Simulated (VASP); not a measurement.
# LiF: single point with r2SCAN

The system is LiF.

```
Li F
1.0
    -0.06704    2.00005    2.00005
     2.00005   -0.06704    2.00005
     2.00005    2.00005   -0.06704
Li F
1 1
Direct
  0.00000 0.00000 0.00000
  0.50000 0.50000 0.50000
```

The cell was built by a generator and needn't be a form met in nature.

The cell isn't the ideal one: epitaxial_111 strain +3.6%.

```json
{
  "Program": "VASP 6.6.1",
  "Task": "single point",
  "Functional": "r2SCAN",
  "Potentials or basis": "VASP PAW PBE potentials, release 64 (Li_sv, F)",
  "Cutoff": "520 eV",
  "k mesh": "10 × 10 × 10",
  "Occupations": "gaussian, width 0.01 eV",
  "Spin": "no spin polarisation",
  "Dipole correction": "no",
  "Further INCAR settings": "ALGO = Normal; EDIFF = 1e-06; NBANDS = 12"
}
```

```yaml
Band_gap_on_the_k_mesh: 9.82 eV, direct
```

Levels at points of the mesh, in eV from the valence-band top:
| k point | band 3 | band 4 | band 5 | band 6 | band 7 | band 8 |
| --- | --- | --- | --- | --- | --- | --- |
| (0.00, 0.00, 0.00) | -0.24 | -0.24 | 0.00 | 9.82 | 24.49 | 24.49 |
| (0.50, 0.00, 0.00) | -2.59 | -0.41 | -0.28 | 11.55 | 17.43 | 19.97 |
| (0.50, 0.50, 0.00) | -3.05 | -1.27 | -0.98 | 15.57 | 17.09 | 18.62 |
| (0.50, 0.50, 0.50) | -2.53 | -0.53 | -0.53 | 11.32 | 18.17 | 19.37 |

Wall time 86 s on 1 thread of AMD EPYC 7R13 Processor (Zen 3) (shared host), peak memory 0.12 GiB.

 A k mesh can miss the band edges.
